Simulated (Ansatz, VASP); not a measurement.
# One calculation of Rb, two programs

The input INCAR:

```
SYSTEM = Rb
ALGO = Fast
EDIFF = 1E-7
ENCUT = 520
GGA = PE
ISIF = 2
ISMEAR = 0
LASPH = .True.
LCHARG = .False.
LREAL = .False.
LWAVE = .False.
NBANDS = 10
NELM = 60
PREC = Accurate
SIGMA = 0.15
```

The input KPOINTS:

```
k-points
0
Gamma
  14 14 14
  0 0 0
```

The input POSCAR:

```
Rb
1.0
   -3.0482889548      3.0482889548      2.3776653848
    3.0482889548     -3.0482889548      2.3776653848
    3.0482889548      3.0482889548     -2.3776653848
Rb
1
Direct
    0.0000000000      0.0000000000      0.0000000000
```

Input for Ansatz:

```yaml
crystal:
  lattice:
    - [-3.0482889548, 3.0482889548, 2.3776653848]
    - [3.0482889548, -3.0482889548, 2.3776653848]
    - [3.0482889548, 3.0482889548, -2.3776653848]
  atoms:
    - { symbol: Rb, position: [0.0, 0.0, 0.0] }
basis:
  ecutwfc: 420
kpoints:
  mp_grid: { grid: [14, 14, 14] }
hamiltonian:
  xc: pbe
scf:
  occupations: { method: gaussian, width: 0.15 }
output:
  forces: true
  stress: true
  eigenvalues: true
```

Alike in both runs: task single point; functional PBE; k mesh 14 × 14 × 14; occupations gaussian, width 0.15 eV; no spin polarisation.

|  | VASP | Ansatz |
| --- | --- | --- |
| version | VASP 6.6.1 | Ansatz 0.2.0 |
| potentials or method | VASP PAW PBE potentials, release 64 (Rb_sv) | scalar-relativistic, plane waves, PAW |
| plane-wave cutoff (eV) | 520 | 420 |
| valence electrons in the cell | 9 | 9 |

|  | VASP | Ansatz | Ansatz less VASP |
| --- | --- | --- | --- |
| gap on the k mesh at the Fermi level (eV) | none | none | - |
| pressure (GPa) | 0.1 | 0.1 | 0.00 |
| largest component of the traceless stress (GPa) | 0.30 | 0.30 | 0.000 |

A gap of «none» marks a metal or a gap that the smearing closes.
